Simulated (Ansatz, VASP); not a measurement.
Ti in VASP and in Ansatz

Contents of INCAR:

```
PREC = Accurate
ENCUT = 520
EDIFF = 1E-6
ISMEAR = -1
SIGMA = 0.1
LREAL = F
LASPH = T
NELM = 80
ALGO = Fast
ISIF = 2
LWAVE = F
LCHARG = F
GGA = PS
NBANDS = 12
```

Contents of KPOINTS:

```
Automatic mesh
0
Gamma
  15 15 15
```

Contents of POSCAR:

```
Ti
1.0
   -1.5399795871      1.5399795871      1.5399795871
    1.5399795871     -1.5399795871      1.5399795871
    1.5399795871      1.5399795871     -1.5399795871
Ti
1
Direct
    0.0000000000      0.0000000000      0.0000000000
```

Input for Ansatz:

```yaml
crystal:
  lattice:
    - [-1.5399795871, 1.5399795871, 1.5399795871]
    - [1.5399795871, -1.5399795871, 1.5399795871]
    - [1.5399795871, 1.5399795871, -1.5399795871]
  atoms:
    - { symbol: Ti, position: [0.0, 0.0, 0.0] }
hamiltonian:
  xc: pbesol
  pseudopotentials:
    kind: paw
    azcp:
      Ti: "pseudopotentials/Ti.paw.azcp"
basis:
  ecutwfc: 420
  fft_grid_basis: typed
kpoints:
  mp_grid: { grid: [15, 15, 15], shift: [0, 0, 0] }
magnetization:
  spin_polarized: false
scf:
  occupations: { method: fermi_dirac, width: 0.1 }
  lower_state_search: "off"
output:
  stress: true
```

Alike in both runs: task single point; functional PBEsol; k mesh 15 × 15 × 15; occupations fermi-dirac, width 0.1 eV; no spin polarisation.

|  | VASP | Ansatz |
| --- | --- | --- |
| version | VASP 6.6.1 | Ansatz 0.2.0 |
| potentials or method | VASP PAW PBE potentials, release 64 (Ti_sv) | plane waves (420 eV) with PAW, scalar-relativistic |
| plane-wave cutoff (eV) | 520 | 420 |
| valence electrons in the cell | 12 | 12 |

|  | VASP | Ansatz | Ansatz less VASP |
| --- | --- | --- | --- |
| pressure (GPa) | 17.0 | 17.6 | +0.54 |

Ansatz warned: «pseudo_functional_mismatch».

Caveats: so large a pressure means that the cell lies far from this level's equilibrium, or that cutoff or potentials fall short (VASP); the potentials were made for another functional, which shifts forces and pressure (VASP).
